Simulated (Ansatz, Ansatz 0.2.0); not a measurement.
# LaPt₂Si₂ lattice constants: notes on my first cell relaxations

*Notes of a novice, printed with their mistakes. Don't take the settings or the reasoning as a model; a review follows at the end.*

## What was measured

The measured cell of LaPt₂Si₂ comes from "Magnetic properties of PrPd₂Si₂ and PrPt₂Si₂" (2009, arXiv:0908.4011). The sample was an arc-melted and annealed polycrystal, and the lattice constants were obtained by powder X-ray diffraction: a = 4.2824 ± 0.0001 Å and c = 9.827 ± 0.006 Å. The temperature is not given with the values. The space group is P4/mmm in the text of the source but P4/nmm in its table. I am using P4/nmm because my starting structure has it too, and I have not looked into the difference any further.

| compared with | measured | source's wording or label | method |
| --- | --- | --- | --- |
| a (Å) | 4.2824 ± 0.0001 | 4.2824 ± 0.0001 A | powder X-ray diffraction |
| c (Å) | 9.827 ± 0.006 | 9.827 ± 0.006 A | powder X-ray diffraction |

Conditions are those given with the value in the passage it was taken from; "not stated" means there, and the paper may say more elsewhere. The values are a selection: others may have been left out beforehand as unlike or outlying.

## Approach

I want to get a and c of LaPt₂Si₂ out of a calculation and compare them with the X-ray values. I start from the Materials Project structure with 10 atoms in the cell, a = 4.306 Å and c = 9.869 Å. That cell was itself calculated, and it is a little larger than the measured one in both directions.

My target is to be within 0.02 Å for both a and c. I have no deep reason for this number; it looks small next to the cell. I will let the program relax the cell and the atoms with PBEsol, which I have read is meant for solids, and if the numbers are off I will change settings until they come closer.

System: LaPt2Si2, CaBe2Ge2-type tetragonal; P4/nmm (No. 129), 10 atoms in the primitive cell; the database structure is a structure relaxed by earlier theory (a GGA or r2SCAN, not named), not a measurement: a = 4.306 Å, c = 9.869 Å; structure from the Materials Project.

On the selection of runs and values: Further runs on this system are not shown.

## 1. A quick first relaxation with PBEsol

I am taking a single k-point, 1x1x1, because it should finish fast and I would like to have a number today. The cell already has 10 atoms in it and the starting structure is close to the measurement, so I expect the k mesh to matter little. The cutoff stays at its default.

**Run 1.** Ansatz 0.2.0: PBEsol, cell and atoms relaxed from the database structure, PAW set soft_2, cutoff 420 eV (default), 1x1x1 k mesh, Gaussian smearing 0.1 eV.

Key lines of the input:
```
crystal:
  # lattice and atoms
kpoints:
  mp_grid: { grid: [1, 1, 1] }
hamiltonian:
  xc: pbesol
scf:
  occupations: { method: gaussian, width: 0.1 }
output:
  forces: true
  stress: true
relax:
  adjacent_minimum: "off"
  f_tol: 0.005
  max_steps: 30
  cell: { stress_tol: 0.03 }
```

Command:
```
ansatz run input.yaml --threads 8 --pin off --max-ram 16384MiB --backend cpu --events-out ev --progress --plain --runs-dir out
```

Selected lines of the output:
```
relax step   1: F+E_penalty+E_count = -64345.12570035 eV  [...]  max|allowed force component| = 4.301e0 eV/Å  [...]  P = +5.885 GPa  Ω = 182.978 Å³  (8 SCF iters, dr2 threshold 1.00e-7 eV [...]
relax step  10: F+E_penalty+E_count = -64347.24618831 eV  [...]  max|allowed force component| = 6.407e-4 eV/Å  [...]  P = +0.005 GPa  Ω = 191.883 Å³  [...]
    - [4.542826484242175, 0.0, 0.0]
    - [0.0, 0.0, 9.297869679487961]
```

Converged; 4.8 s on 8 cores of Arm Neoverse V2, shared host.

| quantity | run 1 | measured | deviation |
| --- | --- | --- | --- |
| a (Å) | 4.5428 | 4.2824 ± 0.0001 | +0.2604 (+6.1 %) |
| c (Å) | 9.298 | 9.827 ± 0.006 | −0.529 (−5.4 %) |
| conventional cell volume (Å³) | 191.88 |  |  |

This is far outside my 0.02 Å: a is 0.26 Å too long and c is 0.53 Å too short. The run did converge, with tiny forces and almost no pressure at the end, so I take the calculation itself to be in order. That leaves PBEsol, which does not seem to suit this compound.

## 2. Another functional: BLYP

I am switching to BLYP, a name I know from calculations on molecules. The first run took only seconds, so I am also setting the k mesh to 8x8x4, which looks more respectable in a report. I expect the new functional to bring c back up towards the measured value.

**Run 2.** Ansatz 0.2.0: BLYP, cell and atoms relaxed from the database structure, PAW set soft_2, cutoff 420 eV (default), 8x8x4 k mesh, Gaussian smearing 0.1 eV.

Key lines of the input, as changed from run 1:
```diff
  kpoints:
-   mp_grid: { grid: [1, 1, 1] }
+   mp_grid: { grid: [8, 8, 4] }
  hamiltonian:
-   xc: pbesol
+   xc: blyp
  relax:
-   max_steps: 30
+   max_steps: 60
```

Selected lines of the output:
```
    - [4.421615861414248, 0.0, 0.0]
    - [0.0, 0.0, 9.988096813908225]
```

Converged; 65 s on 8 cores of Arm Neoverse N1, shared host.

| quantity | run 2 | measured | deviation |
| --- | --- | --- | --- |
| a (Å) | 4.4216 | 4.2824 ± 0.0001 | +0.1392 (+3.3 %) |
| c (Å) | 9.988 | 9.827 ± 0.006 | +0.161 (+1.6 %) |
| conventional cell volume (Å³) | 195.27 |  |  |

Changing the functional has helped. The error in a has fallen from 0.26 to 0.14 Å, and c has gone from much too short to 0.16 Å too long. So BLYP looks better than PBEsol for this compound, though it is still well outside my 0.02 Å. Both lattice constants are now too long, which seems easier to repair than one long and one short.

## 3. Adding dispersion to shrink the cell

I have read that the D3 correction adds attraction between atoms, so it should pull the cell together. I am keeping BLYP and switching on D3(BJ). I need a to come down by about 0.14 Å and c by about 0.16 Å, and I hope the correction does both.

**Run 3.** Ansatz 0.2.0: BLYP+D3(BJ), cell and atoms relaxed from the database structure, PAW set soft_2, cutoff 420 eV (default), 8x8x4 k mesh, Gaussian smearing 0.1 eV.

Key lines of the input, as changed from run 2:
```diff
  hamiltonian:
+   dispersion: d3bj
```

Selected lines of the output:
```
relax step   6: F+E_penalty+E_count = -65314.65278935 eV  [...]  max|allowed force component| = 8.593e-4 eV/Å  [...]  P = +0.001 GPa  Ω = 179.901 Å³  [...]
    - [4.283611951157474, 0.0, 0.0]
    - [0.0, 0.0, 9.804232808195918]
```

Converged; 62 s of wall time.

| quantity | run 3 | measured | deviation |
| --- | --- | --- | --- |
| a (Å) | 4.2836 | 4.2824 ± 0.0001 | +0.0012 (+0.0 %) |
| c (Å) | 9.804 | 9.827 ± 0.006 | −0.023 (−0.2 %) |
| conventional cell volume (Å³) | 179.90 |  |  |

This is the number I was after. a comes out at 4.2836 Å, only 0.0012 Å from the X-ray value. c is 0.023 Å too short, slightly more than the 0.02 Å I had set myself, but the measurement has an uncertainty of 0.006 Å, so I am counting it as reached.

The dispersion correction shortened a by 0.138 Å and c by 0.184 Å, close to what I needed. I take this to mean that dispersion forces hold this crystal together and that BLYP with D3(BJ) is the right method for it. PBEsol is out after the first run. I am stopping here and will use this cell from now on.

## All runs against the measurement

| run | settings | a (Å) | deviation | c (Å) | deviation | cost |
| --- | --- | --- | --- | --- | --- | --- |
| 1 | PBEsol, 1x1x1 k mesh | 4.5428 | +0.2604 (+6.1 %) | 9.298 | −0.529 (−5.4 %) | under 1 core-min |
| 2 | BLYP, 8x8x4 k mesh | 4.4216 | +0.1392 (+3.3 %) | 9.988 | +0.161 (+1.6 %) | 8.7 core-min |
| 3 | BLYP+D3(BJ), 8x8x4 k mesh | 4.2836 | +0.0012 (+0.0 %) | 9.804 | −0.023 (−0.2 %) | 8.3 core-min |
|  | measured | 4.2824 ± 0.0001 |  | 9.827 ± 0.006 |  |  |

## Where I got to

I consider the lattice constants of LaPt₂Si₂ done. My result is the BLYP+D3(BJ) cell, a = 4.2836 Å and c = 9.804 Å. For a the agreement is better than I had hoped for. For c the difference is 0.023 Å, which I have rounded to my target of 0.02 Å.

What I take from this work is that the choice of functional decides everything, and that the way to find the right one is to try them until the cell agrees with the X-ray data. PBEsol may be meant for solids, but it missed a by 0.26 Å here, so I would not use it for this family of compounds again. Plain BLYP was too large, and the dispersion correction supplied what was missing.

I suggest that we use BLYP+D3(BJ) for the related silicides as well, including those for which we have no diffraction data yet. Since it gets a right to about 0.001 Å here, I would trust its lattice constants there to about the same accuracy.

## Reviewer's comments

Further runs made for the review:

| reviewer's run | settings | a (Å) | deviation | c (Å) | deviation | cost |
| --- | --- | --- | --- | --- | --- | --- |
| R1 | PBEsol, cutoff 420 eV (default), 8x8x4 k mesh | 4.2658 | −0.0166 (−0.4 %) | 9.832 | +0.005 (+0.1 %) | 4 core-min |
| R2 | r2SCAN, cutoff 500 eV (default), 8x8x4 k mesh | 4.3001 | +0.0177 (+0.4 %) | 9.889 | +0.062 (+0.6 %) | 12 core-min |
| R3 | r2SCAN+rVV10, cutoff 500 eV (default), 8x8x4 k mesh | 4.2848 | +0.0024 (+0.1 %) | 9.866 | +0.039 (+0.4 %) | 18 core-min |
| R4 | PBEsol, cutoff 420 eV (default), 4x4x2 k mesh | 4.2468 | −0.0356 (−0.8 %) | 9.900 | +0.073 (+0.7 %) | 78 core-s |
|  | measured | 4.2824 ± 0.0001 |  | 9.827 ± 0.006 |  |  |

The opening rightly notes that the starting cell is itself calculated, and P4/nmm is the right choice for this structure type. The target of 0.02 Å is arbitrary: for c it asks for 0.2 %, while good functionals commonly miss by up to about 1 %. Changing settings until the numbers come closer selects for lucky errors. Settings should be converged first, and the functional chosen on physical grounds.

Run 1 fails because of its single k-point. Ten atoms do not make a cell large enough for that, least of all in a metal, and a good starting structure does not help. The warning signs were a force of 4.3 eV/Å on a structure already relaxed by theory, and a and c then moving by more than 5 % in opposite directions. Small final forces show only that the minimum of this poor model was found. With PBEsol kept and an 8x8x4 mesh, R1 gives a = 4.2658 Å and c = 9.832 Å for about 4 core-minutes. PBEsol was therefore dismissed for an error of the mesh.

Run 2 changes functional and mesh together, so it cannot show that the functional helped. The mesh did: at 8x8x4, BLYP gives both a and c 0.156 Å longer than PBEsol (R1), and further from the measurement. BLYP was made with molecules in mind and tends to give metals too large a cell. Two errors of the same sign are no easier to repair soundly than two of opposite sign.

Run 3 properly changes one thing, and the shortenings are correctly calculated. They do not show that dispersion holds the crystal together: BLYP binds it without D3, and the main bonding is metallic and covalent. D3 is fitted for each functional, and here it offsets BLYP's overlong cell. With r2SCAN, adding rVV10 shortens a by only 0.015 Å and c by 0.023 Å (R2, R3). The near-perfect a of run 3 is a chance cancellation. The uncertainty of the measurement could cover the little by which the miss in c exceeds the target, but 0.023 Å should not be rounded to 0.02 Å to meet a target.

The closing lessons do not hold either. The functional does not decide everything: for PBEsol, the mesh alone moved c by 0.534 Å (run 1, R1). One match, found by trying methods against the answer, supports neither BLYP+D3(BJ) for related silicides nor an accuracy of 0.001 Å there.

Sound simulation matches this measurement to better than 1 %. PBEsol (R1) gives a 0.017 Å too short and c within 0.005 Å; r2SCAN (R2) gives them 0.018 Å and 0.062 Å too long. The closeness of c in R1 should not be pressed, since going from 4x4x2 to 8x8x4 still moved it by 0.068 Å (R4, R1) and no denser mesh is shown. Tests of the cutoff and the PAW set are not shown in this report either. How much of the remaining difference comes from the functional, these settings or the neglected thermal expansion stays open. Nothing here gives reason to doubt the X-ray values.

[Logs are printed without paths, hosts, clocks, repeated set-up lines and the standing remarks that a program may print on its own settings, such as how far it seeks lower states.]

[The runs shown are a pick from a larger set of finished runs; failed, doubtful and other runs were left out of it ahead of writing. So were measured values far from every level or from commonly accepted values, and agreement can look better than it is. Lines of input and output are excerpts and may be shortened.]
